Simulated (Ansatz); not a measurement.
TiSi$_{2}$: enthalpy against pressure

TiSi$_{2}$, Cmcm, a = 3.517 Å, b = 13.348 Å, c = 3.556 Å. This isn't the usual stable structure of the compound. Ansatz: PBEsol, PAW, 420 eV, Γ-centred 10×10×10 mesh on 6 atoms, Gaussian smearing 0.10 eV; no spin polarisation. Cell and atoms are relaxed at each pressure, and no other structure is tried, so the rows at high pressure may lie past a change of phase. y is the enthalpy over the state at zero pressure; there V0 = 13.910 Å³/atom. The pressures are the targets, met within 0.01 GPa.

| P (GPa) | y (eV/atom) |
| --- | --- |
| -1.0 | -0.0871 |
| 0.0 | 0.0000 |
| 1.0 | 0.0865 |
| 4.0 | 0.3424 |
| 12.0 | ? |
| 25.0 | 2.0167 |
| 50.0 | 3.8242 |
| 90.0 | 6.4494 |

Problem. Fit y = c1 P + c2 P² + c3 P³ to the other rows, say what c1 and c2 mean, and predict the missing value.

Solution. Least squares on the rows shown. y = 0.085896 P − 0.00022621 P² + 7.5595×10⁻⁷ P³. Since dH/dP = V, c1 is V0: 0.085896 eV/GPa × 160.2 = 13.761 Å³ against 13.910; c2 = −V0/(2B0) gives B0 = 190 GPa, where a Birch–Murnaghan fit to the volumes of the same runs (not shown) gives 138 GPa: a cubic over this range folds the higher terms into c2. At P = 12.0 the fit asked for gives 0.9995 eV/atom. The run gave 1.0019 eV/atom, so the fit is 0.0024 eV/atom too low, within twice the rms miss on the fitted rows (0.0012 eV/atom).

The mesh isn't the same in all rows (10×10×10, 12×12×10, 12×12×12).